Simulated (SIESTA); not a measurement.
Runs of SIESTA 5.4.2 on Co. The structure is trigonal, space group P-3m1 (No. 164). The conventional cell has a = 2.487 Å, b = 2.487 Å, c = 4.063 Å, α = 90.00°, β = 90.00°, γ = 120.00°. Around Co (site symmetry 3m) lie 12 Co at 2.42 to 2.55 Å.

```tsv
fixed moment (μB)	pressure (GPa)	moment (μB)	largest force (eV/Å)
4.0	8.0	4.00	(b)
2.0	-7.2	2.00	0.71
1.0	-10.3	1.00	0.65
5.0	22.9	5.00	(a)
3.0	-1.8	3.00	0.61
```

Alike in all rows: task single point; level PBE; potentials or basis PseudoDojo 0.4 standard (PBE files), DZP (energy shift 0.003 Ry; two zetas on semicore shells); spin collinear, ferromagnetic start; cell as given; k mesh 12 × 12 × 7; smearing fermi-dirac 0.05 eV; grid cutoff 800 Ry; energy shift 0.003 Ry.

Task: Estimate the missing entries.

Result: (a) 1.06; (b) 0.63.

Caveats: short orbitals over semicore shells can move pressures by several GPa; the basis of atomic orbitals isn't converged, which shifts pressures, moduli and gaps; the total moment is fixed, so each spin has its own Fermi level; the moment is held away from its start (some runs); forces of over 1 eV/Å show positions far from the minimum, so gaps and moduli don't describe the material at rest (some runs).
